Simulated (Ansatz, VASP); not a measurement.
# MgO: VASP beside Ansatz, part 2 of 2

Aim: how closely do two programs agree when they are given the same cell, functional and k mesh? The cell is taken from a series of VASP runs on this material, whose earlier steps may have relaxed, scaled or displaced it; both programs get it as it stands.

VASP 6.6.1 and Ansatz 0.2.0.

So far. Step 4 (Side by side): The walks stopped with 0.01 GPa left in Ansatz and -0.02 GPa in VASP; each walk ends within a tolerance, so the volume difference is uncertain by about these residues over the bulk modulus, most in soft cells.

## Step 5: Ansatz: zone-centre phonons, PBEsol with D3(BJ)

Level of this step: Ansatz beside VASP: Kohn-Sham DFT, plane waves, PBEsol with D3(BJ) (Ansatz).

Second derivatives magnify differences that forces hide, and they need a tight electronic threshold. The cell compared in this pair holds 18.15 Å³, against 17.81 Å³ for the pair before.

The cell is taken from a series of VASP runs on this material, whose earlier steps may have relaxed, scaled or displaced it; both programs get it as it stands.

input.yaml reads:

```yaml
crystal:
  lattice:
    - [0.0, 2.0858174844, 2.0858174844]
    - [2.0858174844, 0.0, 2.0858174844]
    - [2.0858174844, 2.0858174844, 0.0]
  atoms:
    - { symbol: Mg, position: [0.0, 0.0, 0.0] }
    - { symbol: O, position: [0.5, 0.5, 0.5] }
hamiltonian:
  xc: pbesol
  pseudopotentials: { kind: paw }
  dispersion: d3bj
kpoints:
  mp_grid: { grid: [8, 8, 8] }
scf:
  occupations: { method: gaussian, width: 0.03 }
phonons:
  method: dfpt
  qpoints: [[0, 0, 0]]
```

Command:

```console
$ ansatz run input.yaml --threads 4 --pin off --max-ram 9216MiB --backend cpu --events-out ev --progress --plain --runs-dir out
```

Numbers of over 12 decimals in the logs are rounded to 6 here.

The log of the run:

```text
[...]
Crystal: 2 atoms, lattice volume = 18.149 Å³
Basis set: ecut = 420 eV, 339 PW (Γ), exchange–correlation on 40×40×40 points (8 copies of the dense FFT grid, shifted against one another)
Bands: 12, of which v1, the nominal top of the filled ones, is band 8 counted from 1 (7 counted from 0)
Symmetry: 48 space group operations
k-points: 59 of 512 (irreducible under 8 space group operations, time reversal used)
[...]
ASR residual per site (eV/Å²): 1.34e-5 1.94e-5
  Γ frequencies (cm⁻¹): 0.00 0.00 0.00 416.06 416.06 416.06
  non-analytic LO–TO correction: not included (Born effective charges unavailable; polar crystals: no LO–TO splitting at Γ)
--- Phonons (arbitrary-q DFPT): 1 explicit q-point ---
  q = [0, 0, 0] (of the zone-centre solve; hermiticity 1.97e-7, symmetrization 5.94e-14): -0.00 0.00 0.00 416.06 416.06 416.06
  sum rule: each row above includes the acoustic sum rule's correction from the zone centre's row sums; it moved no ω² by more than (0.57 cm⁻¹)²
[key lines of the parts left out:]
SCF converged after 7 iterations
Free energy (F): -2476.376847 eV
Fermi energy:    10.836845 eV
```

Run time: 1 s. Hardware: 4 threads of Arm Neoverse V2, shared host; peak memory 0.31 GiB; 3.1 s of CPU time.

## Step 6: VASP: zone-centre phonons, PBEsol with D3(BJ)

The same cell, functional, mesh and smearing now go to VASP, with its own data sets and cutoff.

INCAR reads:

```
SYSTEM = MgO
PREC = Accurate
ENCUT = 520
EDIFF = 1E-08
NELM = 100
ISMEAR = 0
SIGMA = 0.03
LREAL = .FALSE.
ALGO = Normal
GGA = PS
IVDW = 12
NBANDS = 10
LORBIT = 11
LWAVE = .FALSE.
LCHARG = .FALSE.
KPAR = 2
IBRION = 6
NFREE = 2
POTIM = 0.015
NSW = 1
ISIF = 2
```

POSCAR reads:

```
MgO
1.0
    0.0000000000      2.0858174844      2.0858174844
    2.0858174844      0.0000000000      2.0858174844
    2.0858174844      2.0858174844      0.0000000000
Mg O
1 1
Direct
    0.0000000000      0.0000000000      0.0000000000
    0.5000000000      0.5000000000      0.5000000000
```

KPOINTS reads:

```
Automatic mesh
0
Gamma
8 8 8
0 0 0
```

The projector-augmented-wave data sets are Mg and O (PBE family, release 64).

Command:

```console
$ mpirun -np 2 vasp_std
```

The log of the run:

```text
[banner, memory and clock lines left out]
running    2 mpi-ranks, on    1 nodes
[...]
|                                                                             |
|               ----> ADVICE to this user running VASP <----                  |
|                                                                             |
|     You enforced a specific xc type in the INCAR file but a different       |
|     [... a line on the potential file left out ...]
|     I HOPE YOU KNOW WHAT YOU ARE DOING!                                     |
|                                                                             |

 LDA part: xc-table for (Slater+PW92), standard interpolation
 POSCAR, INCAR and KPOINTS ok, starting setup
[...]
entering main loop
       N       E                     dE             d eps       ncg     rms          rms(c)
DAV:   1     0.158022606316E+02    0.15802E+02   -0.45956E+03   630   0.699E+02
DAV:   2    -0.132531683873E+02   -0.29055E+02   -0.28653E+02   648   0.144E+02
DAV:   3    -0.138971181584E+02   -0.64395E+00   -0.64354E+00   696   0.202E+01
DAV:   4    -0.138983284756E+02   -0.12103E-02   -0.12103E-02   652   0.975E-01
[...]
DAV:  13    -0.125046444986E+02   -0.55617E-07   -0.95123E-09   356   0.719E-04    0.485E-05
DAV:  14    -0.125046444883E+02    0.10267E-07   -0.16179E-10   318   0.123E-04    0.239E-05
DAV:  15    -0.125046444892E+02   -0.90023E-09   -0.61356E-11   316   0.506E-05
   1 F= -.13018568E+02 E0= -.13018568E+02  d E =-.423078E-17
[... from here on, the cycles between the ionic steps are left out ...]
   2 F= -.13017869E+02 E0= -.13017869E+02  d E =-.233001E-17
   3 F= -.13017869E+02 E0= -.13017869E+02  d E =-.233094E-17
   4 F= -.13017867E+02 E0= -.13017867E+02  d E =-.232004E-17
   5 F= -.13017867E+02 E0= -.13017867E+02  d E =-.230664E-17
 Finite differences progress:
  Degree of freedom:   2/  2
  Displacement:        2/  2
  Total:               4/  4
```

From OUTCAR (step 6):

```text
 Edisp (eV)   -0.51392

 Edisp (eV)   -0.51392

  Total       0.01076     0.00053     0.00053     0.00000    -0.00000     0.00000
  in kB       0.94962     0.04646     0.04646     0.00000    -0.00000     0.00000
  external pressure =        0.35 kB  Pullay stress =        0.00 kB

 POSITION                                       TOTAL-FORCE (eV/Angst)
 -----------------------------------------------------------------------------------
      0.00000      0.00000      0.00000        -0.093373      0.000000      0.000000
      2.07082      2.08582      2.08582         0.093373      0.000000      0.000000
 -----------------------------------------------------------------------------------
    total drift:                                0.000144     -0.000001     -0.000001

  FREE ENERGIE OF THE ION-ELECTRON SYSTEM (eV)
  ---------------------------------------------------
  free  energy   TOTEN  =       -13.0178674263 eV

  energy  without entropy=      -13.0178674263  energy(sigma->0) =      -13.01786743

[... 1 part as in an earlier step ...]

[... 2 further parts left out ...]
[key lines of the parts left out:]
E-fermi :   3.4557
```

## Step 7: Comparison

What differs besides the data sets and the points named for the pairs above, as far as they apply: Ansatz makes its cores anew for this functional, VASP keeps those of its PBE data sets; VASP leaves aspherical gradient terms in its spheres out (LASPH is not set), Ansatz keeps them; Ansatz takes the dispersion share of the force constants at frozen C6 weights, VASP differentiates the full forces; VASP uses finite displacements, Ansatz perturbation theory. Total energies have different zeros and are not compared.

The two programs side by side:

| quantity | Ansatz | VASP | difference |
| --- | --- | --- | --- |
| optical mode 1 to 3 (cm⁻¹) | 416.1 | 418.7 | -0.64 % |

Modes are paired by rising frequency and degeneracy, not by their patterns, so a pair may still set unlike modes beside each other.

## Step 8: Results

```
difference in volume (relaxation of cell and atoms, LDA)                                                                         : 0.94 %
r.m.s. difference of the optical zone-centre modes, each program's sorted by frequency (zone-centre phonons, PBEsol with D3(BJ)) : 2.7 cm⁻¹
difference in optical mode 1 to 3 (zone-centre phonons, PBEsol with D3(BJ))                                                      : -0.6 %
```

In words: The difference in volume is 0.94 % (relaxation of cell and atoms, LDA), within the 1.2 % picked in this series as the mark of a large difference, as far as the stopping tolerances let one tell. Among the rows given in per cent, the largest difference of the zone-centre phonons, PBEsol with D3(BJ) pair is in optical mode 1 to 3, -0.6 %. Such differences can come from data sets, numerical settings and the points named under the comparisons, not from the functional's error against experiment.

[Lines on the potential files, build, host, timing and source positions are cut from VASP's logs without a mark.]

[Logs are printed without paths, hosts, clocks, repeated set-up lines and the standing remarks that a program may print on its own settings, such as how far it seeks lower states.]

[Hosts, paths, dates, database ids (printed as entryN), source tags and the programs' standing remarks are cut or masked in the printed files.]
